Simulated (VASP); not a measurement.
PtS2:

```
Pt S
1.0
     3.54320    0.00000    0.00000
    -1.77160    3.06850    0.00000
     0.00000    0.00000    5.03880
Pt S
1 2
Direct
  0.00000 0.00000 0.00000
  0.66667 0.33333 0.77300
  0.33333 0.66667 0.22700
```

```yaml
Program: VASP 6.6.1
Task: relaxation of cell and atoms
Functional: PBE
Dispersion: D3(BJ)
Potentials_or_basis: VASP PAW PBE potentials, release 64 (Pt, S)
Cutoff: 600 eV
k_mesh: 8 × 8 × 4
Occupations: gaussian, width 0.02 eV
Spin: no spin polarisation
```

At the start: pressure 7.3 GPa; volume 18.26 Å³/atom.

Where does the relaxation end?

Over 19 steps the energy falls by 43.9 meV/atom and the volume is 17.30 Å³/atom (-5.2 %); space group P-3m1 (No. 164, to 0.05 Å).

Step by step:
```csv
step,energy change (eV),largest force (eV/Å),pressure (GPa),volume (Å³)
1,0.0000,1.2430,7.29,54.78
2,0.1353,0.9035,-11.32,61.64
3,-0.0788,0.3165,-1.13,57.20
4,-0.0789,0.3401,-0.91,57.13
5,-0.0922,0.2307,-0.65,56.62
6,-0.1000,0.0712,-0.26,55.90
7,-0.1001,0.0576,-0.22,55.84
8,-0.1047,0.0593,-0.18,55.46
9,-0.1168,0.0665,-0.01,54.32
10,-0.1304,0.0851,0.79,52.02
11,-0.1208,0.2657,-2.98,52.69
12,-0.1314,0.0017,-0.10,52.17
13,-0.1314,0.0002,-0.13,52.17
14,-0.1315,0.0015,-0.15,52.08
15,-0.1315,0.0033,-0.17,51.99
16,-0.1311,0.0542,0.62,51.68
17,-0.1315,0.0097,0.02,51.92
18,-0.1315,0.0090,0.01,51.93
19,-0.1316,0.0015,0.01,51.91
```

Final structure:
```cif
data_structure
_symmetry_space_group_name_H-M 'P 1'
_symmetry_Int_Tables_number 1
_cell_length_a 3.5794
_cell_length_b 3.5794
_cell_length_c 4.6785
_cell_angle_alpha 90.000
_cell_angle_beta 90.000
_cell_angle_gamma 120.000
_cell_volume 51.91
loop_
_atom_site_label
_atom_site_type_symbol
_atom_site_fract_x
_atom_site_fract_y
_atom_site_fract_z
_atom_site_occupancy
Pt1 Pt 0.00000 0.00000 0.00000 1
S1 S 0.66667 0.33333 0.74253 1
S2 S 0.33333 0.66667 0.25747 1
```
